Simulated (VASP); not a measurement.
MgB2, 3 atoms in the cell. Symmetry: P6/mmm, No. 191, hexagonal system. The conventional cell has a = 3.085 Å, b = 3.085 Å, c = 3.523 Å, α = 90.00°, β = 90.00°, γ = 120.00°. Mg (site symmetry 6/mmm) is surrounded by 12 B at 2.51 Å. B (site symmetry -6m2) has 3 B at 1.78 Å as nearest neighbours. 

| Property | Result |
| --- | --- |
| Program | VASP 6.6.1 |
| Task | optical spectrum |
| Functional | PBE |
| Potentials or basis | VASP PAW PBE potentials, release 64 (Mg, B) |
| Cutoff | 520 eV |
| k mesh | 8 × 8 × 6 |
| Occupations | fermi-dirac, width 0.05 eV |
| Spin | no spin polarisation |
| Further INCAR settings | ALGO = Normal; EDIFF = 1e-06; NBANDS = 36 |

Potentials or basis: VASP PAW PBE potentials, release 64 (Mg, B).

Run with:

```console
$ cat potpaw_PBE.64/Mg/POTCAR potpaw_PBE.64/B/POTCAR > POTCAR
$ mpirun -np 1 vasp_std > vasp.out
```

Hardware: 1 thread of AMD EPYC 7R13 Processor (Zen 3), on a shared host.

Problem. How long does it take, and how much memory?

Solution. Run time: 26 s on 1 thread of AMD EPYC 7R13 Processor (Zen 3), with other jobs on the host, peak memory 0.15 GiB. Counts: scf iterations 12, k points 40.
